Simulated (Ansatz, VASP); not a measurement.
# Ta8N7 (a cell with a defect): VASP beside Ansatz

```xyz
15
Lattice="0.0000 0.0000 -5.7955 2.9502 -5.1099 0.0000 -5.9004 0.0000 0.0000" Properties=species:S:1:pos:R:3 pbc="T T T"
Ta   -1.4629   -0.8587   -1.4379
Ta   -1.4629   -0.8587   -4.3577
Ta    0.0000   -3.3925   -1.4379
Ta    0.0000   -3.3925   -4.3577
Ta   -4.4374   -0.8587   -1.4379
Ta   -4.4374   -0.8587   -4.3577
Ta   -2.9502   -3.4066   -1.4559
Ta   -2.9502   -3.4066   -4.3397
N    -2.9502    0.0000    0.0000
N    -1.5094   -2.5747   -2.8978
N    -1.4900   -2.5636    0.0000
N     0.0000    0.0396   -2.8978
N     0.0000    0.0172    0.0000
N     1.5094   -2.5747   -2.8978
N     1.4900   -2.5636    0.0000
```

Change from the starting cell: N vacancy (site a), charge +0, atoms relaxed at the host's cell.

Alike in both runs: functional PBE; k mesh 1 × 1 × 1; occupations gaussian, width 0.1 eV; no spin polarisation.

Ansatz relaxed the structure, and its values are those at the end. VASP's run is a single point on that final structure, the one shown.

|  | VASP | Ansatz |
| --- | --- | --- |
| version | VASP 6.6.1 | Ansatz 0.2.0 |
| potentials or method | VASP PAW PBE potentials, release 64 (Ta_pv, N) | scalar-relativistic, plane waves, PAW |
| plane-wave cutoff (eV) | 520 | 420 |
| valence electrons in the cell | 123 | 139 |

Ansatz gave:

* rms of the force components (eV/Å): 0.002

Problem. Estimate VASP's values.

Solution. rms of the force components (eV/Å): 0.007.

The two sets of potentials don't hold the same shells in valence.

The runs have no spin-orbit coupling, so splittings on Ta are missing.
